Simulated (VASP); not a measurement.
# W (Fm-3m) in VASP: notebook, part 2 of 2

VASP 6.6.1. The steps go on from the part before.

### Step 4. Single point, PBE

Input file INCAR:

```
PREC = Accurate ; ENCUT = 520
EDIFF = 1E-6 ; ISMEAR = 0
SIGMA = 0.1 ; LREAL = False
LASPH = True ; NELM = 60
ALGO = Fast ; ISIF = 2
LWAVE = False ; LCHARG = False
GGA = PE ; NBANDS = 36
```

Input file KPOINTS:

```
Automatic mesh
0
Gamma
  6 6 2
```

Input file POSCAR:

```
W
1.0
    4.3302624000      0.0000000000      0.0000000000
   -2.1651312000      3.7501172434      0.0000000000
    0.0000000000      0.0000000000      5.0424256072
W
4
Direct
    0.0000000000      0.0000000000      0.0025010634
    0.0000000000      0.0000000000      0.5025010634
    0.3333333333      0.6666666667      0.0024989366
    0.6666666667      0.3333333333      0.5024989366
```

Potentials or basis: VASP PAW PBE potentials, release 64 (W_sv).

Run with:

```sh
> cat potpaw_PBE.64/W_sv/POTCAR > POTCAR
> mpirun -np 1 vasp_std > vasp.out
```

OUTCAR:

```text
PREC = Accurate
   ENCUT = 520
   EDIFF = 1E-6
   ISMEAR = 0
   LREAL = False
   LASPH = True
   NELM = 60
   ISIF = 2
   GGA = PE

 ion  position               nearest neighbor table
   1  0.000  0.000  0.003-   3 2.50   3 2.50   3 2.50   2 2.52   2 2.52
   2  0.000  0.000  0.503-   4 2.50   4 2.50   4 2.50   1 2.52   1 2.52
   3  0.333  0.667  0.002-   1 2.50   1 2.50   1 2.50
   4  0.667  0.333  0.502-   2 2.50   2 2.50   2 2.50

  LATTYP: Found a hexagonal cell.
 ALAT       =     4.3302624000
 C/A-ratio  =     1.1644619059

  Lattice vectors:

 A1 = (   4.3302624000,   0.0000000000,   0.0000000000)
 A2 = (  -2.1651312000,   3.7501172434,   0.0000000000)
 A3 = (   0.0000000000,   0.0000000000,   5.0424256072)

Analysis of symmetry for initial positions (statically):
=====================================================================
 Subroutine PRICEL returns:
 Original cell was already a primitive cell.

 Routine SETGRP: Setting up the symmetry group for a
 hexagonal supercell.

 Subroutine GETGRP returns: Found 24 space group operations
[... 161 lines left out ...]

 E-fermi :   7.6520     XC(G=0): -11.9549

 val. band max:        7.5340066538   @ k =   0.1667  -0.0000   0.0000
 cond. band min:       7.6988007163   @ k =   0.3333   0.0000   0.0000
 fundamental gap:      0.1647940626
 Fermi energy:         7.6520097761

 k-point     1 :       0.0000    0.0000    0.0000
  band No.  band energies     occupation
      1     -66.2660      2.00000
      2     -66.2531      2.00000
      3     -65.7018      2.00000
      4     -65.5478      2.00000
      5     -31.1271      2.00000
      6     -30.8378      2.00000
[... 535 lines left out ...]
     35      11.0734      0.00000
     36      11.0744      0.00000

------------------------ aborting loop because EDIFF is reached ----------------------------------------

  FORCE on cell =-STRESS in cart. coord.  units (eV):
  Direction    XX          YY          ZZ          XY          YZ          ZX
  --------------------------------------------------------------------------------------
  -------------------------------------------------------------------------------------
  Total        0.3734295      0.3734295      0.1607620      0.0000000     -0.0000000      0.0000000
  in kB        7.3066898      7.3066898      3.1455425      0.0000000     -0.0000000      0.0000000
  external PRESSURE =       5.9196407 kB  Pullay stress =       0.0000000 kB

 VOLUME and BASIS-vectors are now :
 -----------------------------------------------------------------------------
  energy-cutoff  :      520.00
  volume of cell :       81.88
      direct lattice vectors                 reciprocal lattice vectors
     4.330262400  0.000000000  0.000000000     0.230932888  0.133329165  0.000000000
    -2.165131200  3.750117243  0.000000000     0.000000000  0.266658330  0.000000000
     0.000000000  0.000000000  5.042425607     0.000000000  0.000000000  0.198317254

 POSITION                                       TOTAL-FORCE (eV/Angst)
 -----------------------------------------------------------------------------------
      0.00000      0.00000      0.01261         0.000000     -0.000000      0.000000
      0.00000      0.00000      2.53382        -0.000000      0.000000      0.000000
     -0.00000      2.50008      0.01260        -0.000000      0.000000     -0.000000
      2.16513      1.25004      2.53381         0.000000     -0.000000      0.000000
 -----------------------------------------------------------------------------------
    total drift:                                0.000000      0.000000      0.029149

  FREE ENERGIE OF THE ION-ELECTRON SYSTEM (eV)
  ---------------------------------------------------
  free  energy   TOTEN  =       -44.9818146880 eV

  energy  without entropy=      -44.9758270313  energy(sigma->0) =      -44.97882086
```

OSZICAR:

```text
N       E                     dE             d eps       ncg     rms          rms(c)
DAV:   1     0.706209512694E+03    0.70621E+03   -0.32383E+04  1016   0.175E+03
DAV:   2    -0.873700761731E+01   -0.71495E+03   -0.69958E+03  1076   0.558E+02
DAV:   3    -0.461259949912E+02   -0.37389E+02   -0.36161E+02  1240   0.120E+02
DAV:   4    -0.470774507617E+02   -0.95146E+00   -0.94461E+00  1224   0.184E+01
DAV:   5    -0.470953330473E+02   -0.17882E-01   -0.17857E-01  1256   0.272E+00    0.340E+01
RMM:   6    -0.459620175756E+02    0.11333E+01   -0.77064E+00  1291   0.114E+01    0.164E+01
RMM:   7    -0.455887556777E+02    0.37326E+00   -0.41931E+00  1235   0.968E+00    0.822E+00
RMM:   8    -0.449630930624E+02    0.62566E+00   -0.89375E-01  1255   0.534E+00    0.968E-01
RMM:   9    -0.449843189524E+02   -0.21226E-01   -0.30813E-01  1387   0.218E+00    0.823E-01
RMM:  10    -0.449807929887E+02    0.35260E-02   -0.37806E-02  1290   0.106E+00    0.190E-01
RMM:  11    -0.449817737962E+02   -0.98081E-03   -0.10676E-02  1468   0.490E-01    0.127E-01
RMM:  12    -0.449817736244E+02    0.17179E-06   -0.13484E-03  1350   0.216E-01    0.193E-02
RMM:  13    -0.449818095847E+02   -0.35960E-04   -0.42048E-04  1516   0.110E-01    0.767E-03
RMM:  14    -0.449818136195E+02   -0.40348E-05   -0.54272E-05  1393   0.382E-02    0.388E-03
RMM:  15    -0.449818144051E+02   -0.78559E-06   -0.10245E-05  1036   0.124E-02    0.108E-03
RMM:  16    -0.449818146880E+02   -0.28284E-06   -0.16058E-06   833   0.582E-03
   1 F= -.44981815E+02 E0= -.44978821E+02  d E =-.598766E-02
```

Run time: 38 s. Hardware: 1 thread of Intel Xeon Platinum 8488C (Sapphire Rapids), shared host; peak memory 0.19 GiB.

What came out:

- Free energy: -44.9818 eV
- Pressure: 0.6 GPa
- Band gap on the k mesh: none (metal or under the smearing width)

Caveat: the k mesh is coarse (spacing up to 0.62 Å⁻¹), so the values aren't converged.

### Step 5. Summary

| task | cell | k mesh | cutoff (eV) | mesh quality | gap on the mesh (eV) | pressure (GPa) |
| --- | --- | --- | --- | --- | --- | --- |
| single point | Fm-3m, 16.45 Å³/atom | 24 × 24 × 24 | 520 | not flagged | none | 0.5 |
| relaxation of cell and atoms | relaxed | 24 × 24 × 24 | 600 | not flagged | none | 0.0 |
| single point | P6_3/mmc, 20.47 Å³/atom | 6 × 6 × 2 | 520 | coarse | none | 0.6 |

Alike in all rows: level PBE; potentials or basis VASP PAW PBE potentials, release 64 (W_sv); no spin polarisation; smearing gaussian 0.1 eV.

Caveats: some runs use coarse meshes; the relaxation stopped at its first step, so nothing moved (some runs).

Absolute energies hang on the potentials; compare differences alone.
